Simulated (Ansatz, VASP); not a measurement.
In in VASP and in Ansatz

```
In
1.0
     0.00000    3.58840    3.58840
     3.58840    0.00000    3.58840
     3.58840    3.58840    0.00000
In
2
Direct
  0.12500 0.12500 0.12500
  0.87500 0.87500 0.87500
```

Alike in both runs: task single point; functional BLYP; k mesh 9 × 9 × 9; occupations fermi-dirac, width 0.1 eV; no spin polarisation.

|  | VASP | Ansatz |
| --- | --- | --- |
| version | VASP 6.6.1 | Ansatz 0.2.0 |
| potentials or method | VASP PAW PBE potentials, release 64 (In_d) | plane waves (420 eV) with PAW, scalar-relativistic |
| plane-wave cutoff (eV) | 520 | 420 |
| valence electrons in the cell | 26 | 26 |

|  | VASP | Ansatz | Ansatz less VASP |
| --- | --- | --- | --- |
| pressure (GPa) | -0.9 | -0.9 | +0.03 |

Caveats: the PAW data sets were made with another functional, which shifts forces and pressure a little (VASP).
